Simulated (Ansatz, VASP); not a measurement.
**Cu: VASP beside Ansatz**

The input POSCAR:

```
Cu
1.0
   -1.4523485211      1.4523485211      1.3851948378
    1.4523485211     -1.4523485211      1.3851948378
    1.4523485211      1.4523485211     -1.3851948378
Cu
1
Direct
    0.0000000000      0.0000000000      0.0000000000
```

File INCAR.step1:

```
SYSTEM = Cu
PREC = Accurate
ENCUT = 520
ISMEAR = -1
SIGMA = 0.05
LREAL = .False.
LASPH = .True.
NELM = 100
NBANDS = 12
GGA = PE
ALGO = Normal
EDIFF = 1E-4
LWAVE = .True.
LCHARG = .False.
```

Contents of INCAR.step2:

```
SYSTEM = Cu
PREC = Accurate
ENCUT = 520
EDIFF = 1E-8
ISMEAR = -1
SIGMA = 0.05
LREAL = .False.
LASPH = .True.
NELM = 100
ALGO = Normal
ISIF = 2
LWAVE = .False.
LCHARG = .False.
METAGGA = R2SCAN
LMIXTAU = .True.
LEFG = .True.
NBANDS = 12
ISTART = 1
```

File KPOINTS:

```
regular mesh
0
Gamma
  18 18 18
  0 0 0
```

Input for Ansatz:

```yaml
crystal:
  lattice:
    - [-1.4523485211, 1.4523485211, 1.3851948378]
    - [1.4523485211, -1.4523485211, 1.3851948378]
    - [1.4523485211, 1.4523485211, -1.3851948378]
  atoms:
    - { symbol: Cu, position: [0.0, 0.0, 0.0] }
kpoints:
  mp_grid: { grid: [18, 18, 18] }
scf:
  occupations: { method: fermi_dirac, width: 0.05 }
hamiltonian:
  xc: r2scan
  pseudopotentials: { kind: paw }
output:
  forces: true
  stress: true
  eigenvalues: true
  efg: { contact_densities: true }
```

Change from the starting cell: volume scaled by 1.02, PAW files.

Alike in both runs: task electric field gradients; functional r2SCAN; k mesh 18 × 18 × 18; occupations fermi-dirac, width 0.05 eV; no spin polarisation.

|  | VASP | Ansatz |
| --- | --- | --- |
| version | VASP 6.6.1 | Ansatz 0.2.0 |
| potentials or method | VASP PAW PBE potentials, release 64 (Cu) | PAW with Ansatz's default frozen-core files, scalar-relativistic |
| plane-wave cutoff (eV) | 520 | 500 |
| valence electrons in the cell | 11 | 19 |

Ansatz gave:

- pressure (GPa): -2.8
- largest component of the traceless stress (GPa): 0.15
- Vzz of the field gradient on the site that differs most (V/Å²): -0.2

**Question.** What did VASP give for the same quantities?

**Answer.** Pressure (GPa): -2.1; largest component of the traceless stress (GPa): 0.13; Vzz of the field gradient on the site that differs most (V/Å²): -0.1.

With one functional, cell and mesh, what is left measures potentials, basis and numerics. The two sets of potentials don't hold the same shells in valence.

Caveats: the PAW data sets were made with another functional, which shifts forces and pressure a little (VASP).
